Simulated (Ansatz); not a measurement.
Moving the dispersion correction in MgSi

The cell as given:

```cif
data_structure
_symmetry_space_group_name_H-M 'P4/mmm'
_symmetry_Int_Tables_number 123
_cell_length_a 2.9084
_cell_length_b 2.9084
_cell_length_c 4.1034
_cell_angle_alpha 90.000
_cell_angle_beta 90.000
_cell_angle_gamma 90.000
_cell_volume 34.71
loop_
_atom_site_label
_atom_site_type_symbol
_atom_site_symmetry_multiplicity
_atom_site_Wyckoff_symbol
_atom_site_fract_x
_atom_site_fract_y
_atom_site_fract_z
_atom_site_occupancy
Si1 Si 1 d 0.50000 0.50000 0.50000 1
Mg1 Mg 1 a 0.00000 0.00000 0.00000 1
```

The cell comes from a database or a generator and needn't be the stable form of this composition.

Kept alike: task relaxation of cell and atoms; functional BLYP; k mesh 9 × 9 × 7; occupations fermi-dirac, width 0.05 eV; no spin polarisation. Program: Ansatz, all-electron LAPW, scalar-relativistic. The mesh is that of the run's cell of 2 atoms. No spin-orbit coupling.

| dispersion correction | volume (Å³/atom) | first edge of the run's cell (Å) | third edge of the run's cell (Å) |
| --- | --- | --- | --- |
| D3(BJ) | 16.311 | 2.923 | 3.818 |
| D4 | 17.351 | 2.993 | 3.873 |
| none | 18.563 | 3.069 | 3.941 |

The relaxations keep at least the cell's symmetry (P4/mmm). Relaxations stop with a little pressure left, so the last digits of a volume or edge aren't settled.

Task: What does the dispersion correction change here?

Result: The volume runs from 16.311 (D3(BJ)) to 18.563 Å³/atom (none). Against no correction: D3(BJ) -12.1 %; D4 -6.5 %. Dispersion terms mostly attract and so lower the volume; the schemes' coefficients and damping set how far. The first edge of the run's cell runs from 2.923 (D3(BJ)) to 3.069 Å (none). The third edge of the run's cell runs from 3.818 (D3(BJ)) to 3.941 Å (none).

The dispersion correction contracts the whole framework, rather than closing a weakly bound gap. Both edges shorten from no correction through D4 to D3(BJ), and the first edge shortens proportionally more than the third. This fits a dense Mg-Si network held together by polar and metallic bonding, where a pairwise attraction acts in every direction and adds to cohesion already present. D4 probably contracts the cell less because its coefficients respond to charge, and Mg that has given up electron density to Si is less polarisable than the neutral atom.

The change of shape from the given cell has another origin: with or without dispersion, the first edge lengthens and the third shortens, so the semilocal description already favours a less elongated cell. The D4 volume almost coincides with that of the given cell, but the edges differ clearly, so the match is no sign of a better description of the bonding. The larger contraction with D3(BJ) is likewise no evidence of stronger physical dispersion, since mobile electrons screen such interactions in ways that pairwise terms capture poorly.
